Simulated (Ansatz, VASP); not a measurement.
**Si2W: VASP beside Ansatz**

```
W Si
1.0
     0.00000    2.51481    2.51481
     2.51481    0.00000    2.51481
     2.51481    2.51481    0.00000
W Si
1 2
Direct
  0.00000 0.00000 0.00000
  0.25000 0.25000 0.25000
  0.75000 0.75000 0.75000
```

Alike in both runs: task single point; functional PBE; k mesh 9 × 9 × 9; occupations fermi-dirac, width 0.08 eV; no spin polarisation.

|  | VASP | Ansatz |
| --- | --- | --- |
| version | VASP 6.6.1 | Ansatz 0.2.0 |
| potentials or method | VASP PAW PBE potentials, release 64 (W_sv, Si) | PAW with other files of Ansatz's library (level accurate), scalar-relativistic |
| plane-wave cutoff (eV) | 520 | 880 |
| valence electrons in the cell | 22 | 36 |

Ansatz gave:

```
pressure (GPa) : 167.6
```

What did VASP give for the same quantities?

Pressure (GPa): 169.9.

With one functional, cell and mesh, what is left measures potentials, basis and numerics. The two sets of potentials don't hold the same shells in valence.

Caveats: the cell as given lies far from equilibrium; so large a pressure means that the cell lies far from this level's equilibrium, or that cutoff or potentials fall short (VASP). The runs have no spin-orbit coupling, so splittings on W are missing.
